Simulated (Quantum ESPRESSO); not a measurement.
Ag, 1 atom in the cell. The typed cell holds 1 atom: a = 2.928 Å, b = 2.890 Å, c = 2.828 Å, α = 61.60°, β = 59.56°, γ = 59.93°.  The cell isn't the ideal one: cell strained at random at fixed volume.

| Item | Value |
| --- | --- |
| Program | Quantum ESPRESSO 7.5 |
| Task | single point |
| Functional | PBE |
| Potentials or basis | PseudoDojo 0.5 SR PBE stringent |
| Cutoff | 1116 eV |
| Density cutoff | 4463 eV |
| k mesh | 4 × 4 × 4 |
| Occupations | fermi-dirac, width 0.05 eV |
| Spin | collinear spin, random start |
| Starting moments | [-0.06] μB |
| Mixing beta | 0.3 |
| Most SCF iterations | 120 |
| SCF threshold | 2e-10 Ry |

Potentials or basis: PseudoDojo 0.5 SR PBE stringent.

Launch:

```console
$ OMP_NUM_THREADS=1 mpirun -n 2 pw.x -nk 2 -in pw.in > pw.out
```

Hardware: 2 MPI ranks on INTEL(R) XEON(R) PLATINUM 8581C CPU @ 2.10GHz (Emerald Rapids) (shared host).

Task: How long does it take, and how much memory?

Result: Run time: 10 s on 2 MPI ranks on INTEL(R) XEON(R) PLATINUM 8581C CPU @ 2.10GHz (Emerald Rapids) (shared host), peak memory 0.16 GiB a rank. Counts: scf iterations 11, k pools 2, bands 19, k points 36, g dense 11559.
